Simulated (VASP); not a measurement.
Tl, 1 atom in the cell. Symmetry: Im-3m, No. 229, cubic system. Conventional cell: a = 3.912 Å, b = 3.912 Å, c = 3.912 Å, α = 90.00°, β = 90.00°, γ = 90.00°. Around Tl (site symmetry m-3m) lie 8 Tl at 3.39 Å. This isn't the form of Tl at room conditions, which is hcp.

- Program: VASP 6.6.1
- Task: single point
- Functional: LDA
- Potentials or basis: VASP PAW LDA potentials, release 64 (Tl_d)
- Cutoff: 520 eV
- k mesh: 10 × 10 × 10
- Occupations: gaussian, width 0.1 eV
- Spin: no spin polarisation
- Further INCAR settings: ALGO = Normal; EDIFF = 1.00e-06; NBANDS = 12

Potentials or basis: VASP PAW LDA potentials, release 64 (Tl_d).

Command:

```console
$ python run.py
```

Hardware: 1 thread of Intel(R) Xeon(R) Platinum 8488C (Sapphire Rapids), with other jobs on the host.

Task: How long does it take, and how much memory?

Result: Run time: 26 s on 1 thread of Intel(R) Xeon(R) Platinum 8488C (Sapphire Rapids), with other jobs on the host, peak memory 0.14 GiB. Counts: scf iterations 9, k points 47.
